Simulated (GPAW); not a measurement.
# GaN (F-43m) in GPAW: further runs

One crystal, GaN, is run at these levels: PBE; tasks: single point.

All numbers are computed with GPAW 26.7.0; they aren't measurements. Logs are shortened: lines on timing, memory, paths and dates and some standing lists are left out, and cuts for length are marked. The log counts tension as positive stress, the text compression.

## Step 1: The crystal as given

The structure is cubic, space group F-43m (No. 216). The conventional cell has a = 4.507 Å, b = 4.507 Å, c = 4.507 Å, α = 90.00°, β = 90.00°, γ = 90.00°. Ga (site symmetry -43m) is surrounded by 4 N at 1.95 Å. N (site symmetry -43m) has 4 Ga at 1.95 Å as nearest neighbours.

The cell is a database's computed one.

## Step 2: Single point, PBE

Contents of run.py:

```python
from ase.dft.bandgap import bandgap
from ase.io import read, write
from ase.units import GPa
from gpaw import GPAW, PW

atoms = read('GaN.cif')

calc = GPAW(mode=PW(800),
            xc='PBE',
            kpts={'size': (16, 16, 16), 'gamma': True},
            occupations={'name': 'fermi-dirac', 'width': 0.05},
            nbands=11,
            convergence={'density': 1e-05, 'energy': 1e-05},
            maxiter=75,
            txt='gpaw.txt')
atoms.calc = calc
energy = atoms.get_potential_energy()
forces = atoms.get_forces()
stress = atoms.get_stress()
calc.write('gs.gpw')
write('result.traj', atoms)
print(f'Energy: {energy:.6f} eV')
print('Forces (eV/A):')
print(forces.round(4))
print('Stress (GPa):', (stress / GPa).round(3))
print('Fermi level:', round(calc.get_fermi_level(), 4), 'eV')
print(f'Gap: {bandgap(calc)[0]:.4f} eV, direct: {bandgap(calc, direct=True)[0]:.4f} eV')
```

Contents of GaN.cif:

```cif
data_GaN
_cell_length_a 3.18693112
_cell_length_b 3.18693112
_cell_length_c 3.18693112
_cell_angle_alpha 60.00000000
_cell_angle_beta 60.00000000
_cell_angle_gamma 60.00000000
_space_group_name_H-M_alt 'P1'
_space_group_name_Hall 'P 1'
_space_group_IT_number 1
loop_
_space_group_symop_operation_xyz
'x,y,z'
loop_
_atom_site_label
_atom_site_type_symbol
_atom_site_symmetry_multiplicity
_atom_site_Wyckoff_symbol
_atom_site_fract_x
_atom_site_fract_y
_atom_site_fract_z
_atom_site_occupancy
Ga1 Ga 1 a 0.0000000000 0.0000000000 0.0000000000 1
N1 N 1 a 0.2500000000 0.2500000000 0.2500000000 1
```

Potentials or basis: GPAW PAW data sets (gpaw-data 1.2.1), pw.

Started as:

```sh
OMP_NUM_THREADS=1 python run.py
```

gpaw.txt:

```text
__  _  _
 | _ |_)|_||  |
 |__||  | ||/\| - 26.7.0

Input parameters:
  mode=PW(ecut=800.0),
  convergence={'density': 1e-05, 'energy': 1e-05},
  kpts=MonkhorstPack(size=(16, 16, 16), gamma=True),
  maxiter=75,
  nbands=11,
  occupations=Occupations(name='fermi-dirac', width=0.05),
  xc=XC(name='PBE')

Diagonalizing LCAO Hamiltonian
Converting LCAO to pw mode

            N
       Ga

Atoms  # Å, Bohr magnetons
|   | symbol |        x |        y |        z |    initial magnetic moments |
|---|--------|----------|----------|----------|-----------------------------|
| 0 |     Ga | 0.000000 | 0.000000 | 0.000000 | ( 0.0000,  0.0000,  0.0000) |
| 1 |      N | 1.593466 | 0.919988 | 0.650530 | ( 0.0000,  0.0000,  0.0000) |

Unit cell  # Å
| periodic |        x |        y |        z |  lengths |    angles |
|----------|----------|----------|----------|----------|-----------|
|      yes | 3.186931 | 0.000000 | 0.000000 | 3.186931 | 60.000000 |
|      yes | 1.593466 | 2.759963 | 0.000000 | 3.186931 | 60.000000 |
|      yes | 1.593466 | 0.919988 | 2.602118 | 3.186931 | 60.000000 |

Number of symmetries: 24
Symmetry operations  # r_c * U_cc + t_c -> r_c
|    | kind |            matrix            |
|----|------|------------------------------|
|  0 |  E   |  1, 0, 0,  0, 1, 0,  0, 0, 1 |
|  1 |  σ   |  1, 0, 0,  0, 0, 1,  0, 1, 0 |
|  2 |  σ   |  1, 0,-1,  0, 1,-1,  0, 0,-1 |
|  3 |  C3  |  1, 0,-1,  0, 0,-1,  0, 1,-1 |
|  4 |  C3  |  1,-1, 0,  0,-1, 1,  0,-1, 0 |
|  5 |  σ   |  1,-1, 0,  0,-1, 0,  0,-1, 1 |
|  6 |  σ   |  0, 1, 0,  1, 0, 0,  0, 0, 1 |
|  7 |  C3  |  0, 1, 0,  0, 0, 1,  1, 0, 0 |
|  8 |  C2  |  0, 1,-1,  1, 0,-1,  0, 0,-1 |
|  9 |  S4  |  0, 1,-1,  0, 0,-1,  1, 0,-1 |
| 10 |  C3  |  0, 0, 1,  1, 0, 0,  0, 1, 0 |
| 11 |  σ   |  0, 0, 1,  0, 1, 0,  1, 0, 0 |
| 12 |  S4  |  0, 0,-1,  1, 0,-1,  0, 1,-1 |
| 13 |  C3  |  0, 0,-1,  0, 1,-1,  1, 0,-1 |
| 14 |  S4  |  0,-1, 1,  1,-1, 0,  0,-1, 0 |
| 15 |  C2  |  0,-1, 1,  0,-1, 0,  1,-1, 0 |
| 16 |  C3  |  0,-1, 0,  1,-1, 0,  0,-1, 1 |
| 17 |  S4  |  0,-1, 0,  0,-1, 1,  1,-1, 0 |
| 18 |  S4  | -1, 1, 0, -1, 0, 1, -1, 0, 0 |
| 19 |  C3  | -1, 1, 0, -1, 0, 0, -1, 0, 1 |
| 20 |  C3  | -1, 0, 1, -1, 1, 0, -1, 0, 0 |
| 21 |  S4  | -1, 0, 1, -1, 0, 0, -1, 1, 0 |
| 22 |  σ   | -1, 0, 0, -1, 1, 0, -1, 0, 1 |
| 23 |  C2  | -1, 0, 0, -1, 0, 1, -1, 1, 0 |

BZ-sampling:
  Number of BZ points: 4096
  Number of IBZ points: 145

  Monkhorst-Pack size: [16, 16, 16]
  Monkhorst-Pack shift: [0.03125, 0.03125, 0.03125]

K-points  # in reciprocal-cell coordinates
|     |                                coordinates |     weight |
|-----|--------------------------------------------|------------|
|   0 | (  0.00000000,   0.00000000,   0.00000000) | 0.00024414 |
|   1 | (  0.06250000,   0.06250000,   0.00000000) | 0.00146484 |
|   2 | (  0.06250000,   0.06250000,   0.06250000) | 0.00195312 |
|   3 | (  0.12500000,   0.06250000,   0.06250000) | 0.00292969 |
|   4 | (  0.12500000,   0.12500000,   0.00000000) | 0.00146484 |
|   5 | (  0.12500000,   0.12500000,   0.06250000) | 0.00585938 |
|   6 | (  0.12500000,   0.12500000,   0.12500000) | 0.00195312 |
|   7 | (  0.18750000,   0.12500000,   0.06250000) | 0.00585938 |
|   8 | (  0.18750000,   0.12500000,   0.12500000) | 0.00585938 |
|   9 | (  0.18750000,   0.18750000,   0.00000000) | 0.00146484 |
| ... |                                            |            |
| 144 | (  0.50000000,   0.50000000,   0.50000000) | 0.00097656 |

Plane wave coefficients: 1243
Cutoff: 800.0 eV

Spin-components: 1 (collinear spins)
Bands:           11
Projectors:      10
Spin-degeneracy: 2
Datatype:        complex128

Parallelization:
  kpt:    1
  domain: 1
  band:   1

Density:
  Valence electrons: 8.0
  Components: 1
  Grid points: [21 21 21]
  Charge: 0.0  # |e|

Potential:
  Grid points: [21 21 21]

species:
  Ga:
    name:    Gallium
    Z:       31.0
    valence: 3
    core:    28
    charge:  0.0  # [|e|]
    compensation charges:
      type: gauss
      rc: 0.37  # [Å]
      lmax: 2
    cutoffs:
      filter: 2.06  # [Å]
      core: 4.17  # [Å]
    projectors
    | kind |    occ | energy [eV] | rcut [Å] |
    |------|--------|-------------|----------|
    |   4s |  2.000 |      -8.945 |    1.164 |
    |   4p |  1.000 |      -2.580 |    1.164 |
    |    s |        |      18.266 |    1.164 |
    |    p |        |      24.631 |    1.164 |
    |    d |        |       0.000 |    1.164 |

    Using partial waves for Ga as LCAO basis

  N:
    name:    Nitrogen
    Z:       7.0
    valence: 5
    core:    2
    charge:  0.0  # [|e|]
    compensation charges:
      type: gauss
      rc: 0.18  # [Å]
      lmax: 2
    cutoffs:
      filter: 1.11  # [Å]
      core: 0.96  # [Å]
    projectors
    | kind |    occ | energy [eV] | rcut [Å] |
    |------|--------|-------------|----------|
    |   2s |  2.000 |     -18.583 |    0.603 |
    |   2p |  3.000 |      -7.089 |    0.529 |
    |    s |        |       8.629 |    0.603 |
    |    p |        |      20.123 |    0.529 |
    |    d |        |       0.000 |    0.577 |

    Using partial waves for N as LCAO basis

Reference energy: -54366.393033  # eV

eigensolver:
  PPCG
  Converge bands: occupied
  niter=2

density mixing:
  MSR1-Mixer
  Pratt-step length: 0.05
  Maximum mixing coefficient: 0.75
  Old densities: 10
  SVD Regularization: 0.005
  Good broyden scale: 1.0
  Trust region scale: 1.0
  Backstep threshold: 4.0
  History deletion threshold: 6.0
  Fourier metric: weight=20.0, sigma=0.015

occupation numbers:
  Fermi-Dirac:
    width: 0.0500  # eV

poisson solver:
  ecut: 6400.0  # eV

xc functional:
  name: PBE with 2 nearest neighbor stencil

convergence criteria:
- Maximum integral of absolute [dens]ity change: 1e-05 electrons / valence electron
- Maximum [total energy] change in last 3 cyles: 1e-05 eV / valence electron
- Maximum integral of absolute [eigenst]ate change: 4e-08 eV^2 / valence electron
maximum number of iterations: 75

SCF iterations
|iter     | |      energy | eigst |  dens |
|---------|-|-------------|-------|-------|
|iter:   1| |  -13.898421 | -0.18 |       |
|iter:   2| |  -13.404628 | -2.03 | -0.57 |
|iter:   3| |  -12.082148 | -0.69 | -0.62 |
|iter:   4| |  -12.081311 | -3.19 | -1.29 |
|iter:   5| |  -12.082342 | -3.50 | -1.56 |
|iter:   6| |  -12.082364 | -5.58 | -2.85 |
|iter:   7| |  -12.082375c| -6.24 | -3.18 |
|iter:   8| |  -12.082375c| -8.31c| -4.36 |
|iter:   9| |  -12.082375c| -7.99c| -4.84 |
|iter:  10| |  -12.082375c| -9.39c| -5.95c|

Converged in 10 steps
Energy contributions relative to reference atoms: (reference = -54366.393033)

Energy contributions:
  Kinetic:          34.121783
  Coulomb:         -30.035301
  Zero:              0.150530
  External:          0.000000
  Xc:              -16.319387
  Entropy:          -0.000000
  Spinorbit:         0.000000
  ----------------------------
  Free energy:     -12.082375
  Extrapolated:    -12.082375

dipole moment: (-17.769323, -10.259123, -7.254296)  # |e|*Ang

Fermi level: 7.299
Eigenvalues  # (at kpt = [0.000, 0.000, 0.000])
| band index |      eig [eV] | occ [0-2] |
|------------|---------------|-----------|
|          0 |        -9.463 |     2.000 |
|          1 |         6.390 |     2.000 |
|          2 |         6.390 |     2.000 |
|          3 |         6.390 |     2.000 |
|          4 |         8.229 |     0.000 |
|          5 |        16.799 |     0.000 |
|          6 |        16.799 |     0.000 |
|          7 |        16.799 |     0.000 |
|          8 |        24.087 |     0.000 |
|          9 |        24.815 |     0.000 |
|         10 |        24.827 |     0.000 |

Gap: 1.839 eV
Transition (v -> c):
  (s=0, k=0, n=3, [0.00, 0.00, 0.00]) -> (s=0, k=0, n=4, [0.00, 0.00, 0.00])
No difference between direct/indirect transitions

Forces  # eV/Ang
|        x |       y |        z |
|----------|---------|----------|
|  0.00000 | 0.00000 | -0.00000 |  # Ga   0
| -0.00000 | 0.00000 |  0.00000 |  # N    1

Stress tensor  # eV/Ang^3
|         x |         y |         z |
|-----------|-----------|-----------|
| -0.078357 |  0.000000 |  0.000000 |
|  0.000000 | -0.078357 |  0.000000 |
|  0.000000 |  0.000000 | -0.078357 |

# Writing to gs.gpw (mode='')
```

Wall time 43 s (1 thread of Arm Neoverse V1, shared host); peak memory 0.2 GiB.

Results:

- Free energy: -12.0824 eV
- Pressure: 12.6 GPa
- Band gap on the k mesh: 1.84 eV, direct

Levels at points of the mesh, in eV from the valence-band top:
```csv
k point,band 1,band 2,band 3,band 4,band 5,band 6,band 7
"(0.00, 0.00, 0.00)",-15.85,0.00,0.00,0.00,1.84,10.41,10.41
"(0.50, 0.50, 0.00)",-12.84,-6.17,-2.65,-2.65,3.40,6.77,11.78
"(0.50, 0.50, 0.50)",-13.58,-6.98,-0.95,-0.95,4.75,8.82,10.42
```

 A k mesh can miss the band edges.

## Step 3: Single point, PBE

run.py: that of step 2 with these lines changed.

```diff
@@ -1 +1,3 @@
+import spglib
+from ase import Atoms
 from ase.dft.bandgap import bandgap
@@ -6,2 +8,5 @@
 atoms = read('GaN.cif')
+cell, positions, numbers = spglib.find_primitive(
+    (atoms.cell[:], atoms.get_scaled_positions(), atoms.numbers), symprec=1e-4)
+atoms = Atoms(numbers, cell=cell, scaled_positions=positions, pbc=True)
 
@@ -9,3 +14,3 @@
             xc='PBE',
-            kpts={'size': (16, 16, 16), 'gamma': True},
+            kpts={'size': (7, 7, 7), 'gamma': True},
             occupations={'name': 'fermi-dirac', 'width': 0.05},
@@ -13,3 +18,3 @@
             convergence={'density': 1e-05, 'energy': 1e-05},
-            maxiter=75,
+            maxiter=50,
             txt='gpaw.txt')
```

Contents of GaN.cif:

```cif
data_GaN
_cell_length_a 4.50700122
_cell_length_b 4.50700122
_cell_length_c 4.50700122
_cell_angle_alpha 90.00000000
_cell_angle_beta 90.00000000
_cell_angle_gamma 90.00000000
_space_group_name_H-M_alt 'F-43m'
_space_group_name_Hall 'F -4 2 3'
_space_group_IT_number 216
loop_
_space_group_symop_operation_xyz
'x,y,z'
'y,-x,-z'
'-x,-y,z'
'-y,x,-z'
'x,-y,-z'
'y,x,z'
'-x,y,-z'
'-y,-x,z'
'z,x,y'
'-z,y,-x'
'z,-x,-y'
'-z,-y,x'
'-z,x,-y'
'z,y,x'
'-z,-x,y'
'z,-y,-x'
'y,z,x'
'-x,-z,y'
'-y,z,-x'
'x,-z,-y'
'-y,-z,x'
'x,z,y'
'y,-z,-x'
'-x,z,-y'
'x,y+1/2,z+1/2'
'y,-x+1/2,-z+1/2'
'-x,-y+1/2,z+1/2'
'-y,x+1/2,-z+1/2'
'x,-y+1/2,-z+1/2'
'y,x+1/2,z+1/2'
'-x,y+1/2,-z+1/2'
'-y,-x+1/2,z+1/2'
'z,x+1/2,y+1/2'
'-z,y+1/2,-x+1/2'
'z,-x+1/2,-y+1/2'
'-z,-y+1/2,x+1/2'
'-z,x+1/2,-y+1/2'
'z,y+1/2,x+1/2'
'-z,-x+1/2,y+1/2'
'z,-y+1/2,-x+1/2'
'y,z+1/2,x+1/2'
'-x,-z+1/2,y+1/2'
'-y,z+1/2,-x+1/2'
'x,-z+1/2,-y+1/2'
'-y,-z+1/2,x+1/2'
'x,z+1/2,y+1/2'
'y,-z+1/2,-x+1/2'
'-x,z+1/2,-y+1/2'
'x+1/2,y,z+1/2'
'y+1/2,-x,-z+1/2'
'-x+1/2,-y,z+1/2'
'-y+1/2,x,-z+1/2'
'x+1/2,-y,-z+1/2'
'y+1/2,x,z+1/2'
'-x+1/2,y,-z+1/2'
'-y+1/2,-x,z+1/2'
'z+1/2,x,y+1/2'
'-z+1/2,y,-x+1/2'
'z+1/2,-x,-y+1/2'
'-z+1/2,-y,x+1/2'
'-z+1/2,x,-y+1/2'
'z+1/2,y,x+1/2'
'-z+1/2,-x,y+1/2'
'z+1/2,-y,-x+1/2'
'y+1/2,z,x+1/2'
'-x+1/2,-z,y+1/2'
'-y+1/2,z,-x+1/2'
'x+1/2,-z,-y+1/2'
'-y+1/2,-z,x+1/2'
'x+1/2,z,y+1/2'
'y+1/2,-z,-x+1/2'
'-x+1/2,z,-y+1/2'
'x+1/2,y+1/2,z'
'y+1/2,-x+1/2,-z'
'-x+1/2,-y+1/2,z'
'-y+1/2,x+1/2,-z'
'x+1/2,-y+1/2,-z'
'y+1/2,x+1/2,z'
'-x+1/2,y+1/2,-z'
'-y+1/2,-x+1/2,z'
'z+1/2,x+1/2,y'
'-z+1/2,y+1/2,-x'
'z+1/2,-x+1/2,-y'
'-z+1/2,-y+1/2,x'
'-z+1/2,x+1/2,-y'
'z+1/2,y+1/2,x'
'-z+1/2,-x+1/2,y'
'z+1/2,-y+1/2,-x'
'y+1/2,z+1/2,x'
'-x+1/2,-z+1/2,y'
'-y+1/2,z+1/2,-x'
'x+1/2,-z+1/2,-y'
'-y+1/2,-z+1/2,x'
'x+1/2,z+1/2,y'
'y+1/2,-z+1/2,-x'
'-x+1/2,z+1/2,-y'
loop_
_atom_site_label
_atom_site_type_symbol
_atom_site_symmetry_multiplicity
_atom_site_Wyckoff_symbol
_atom_site_fract_x
_atom_site_fract_y
_atom_site_fract_z
_atom_site_occupancy
Ga1 Ga 4 a 0.0000000000 0.0000000000 0.0000000000 1
N1 N 4 d 0.2500000000 0.2500000000 0.7500000000 1
```

Potentials or basis: GPAW PAW data sets (gpaw-data 1.2.1), pw.

Started as:

```sh
OMP_NUM_THREADS=1 python run.py
```

It took 7.7 s on 1 thread of Arm Neoverse V1, shared host; peak memory 0.14 GiB.

The run converged. Its results:

```yaml
Free_energy: -12.0810 eV
Pressure: 12.5 GPa
Band_gap_on_the_k_mesh: 1.84 eV, direct
```

Levels at points of the mesh, in eV from the valence-band top:
| k point | band 1 | band 2 | band 3 | band 4 | band 5 | band 6 | band 7 |
| --- | --- | --- | --- | --- | --- | --- | --- |
| (0.00, 0.00, 0.00) | -15.85 | 0.00 | 0.00 | 0.00 | 1.84 | 10.41 | 10.41 |

## Step 4: Single point, PBE

run.py: that of step 3 with these lines changed.

```diff
@@ -12,5 +12,5 @@
 
-calc = GPAW(mode=PW(800),
+calc = GPAW(mode=PW(500),
             xc='PBE',
-            kpts={'size': (7, 7, 7), 'gamma': True},
+            kpts={'size': (10, 10, 10), 'gamma': True},
             occupations={'name': 'fermi-dirac', 'width': 0.05},
@@ -18,3 +18,3 @@
             convergence={'density': 1e-05, 'energy': 1e-05},
-            maxiter=50,
+            maxiter=100,
             txt='gpaw.txt')
```

GaN.cif is that of step 3.

Started as:

```sh
OMP_NUM_THREADS=1 python run.py
```

Run time: 10 s. Hardware: 1 thread of Arm Neoverse V1, shared host; peak memory 0.13 GiB.

The run converged, but some of its settings lie outside the range that counts as converged, so its numbers aren't taken as properties of the crystal.

Results:

```
Free energy            : -11.4912 eV
Pressure               : -2.8 GPa
Band gap on the k mesh : 1.71 eV, direct
```

Caveat: the cutoff is short for stress and forces, so pressures can be off by a GPa or more.
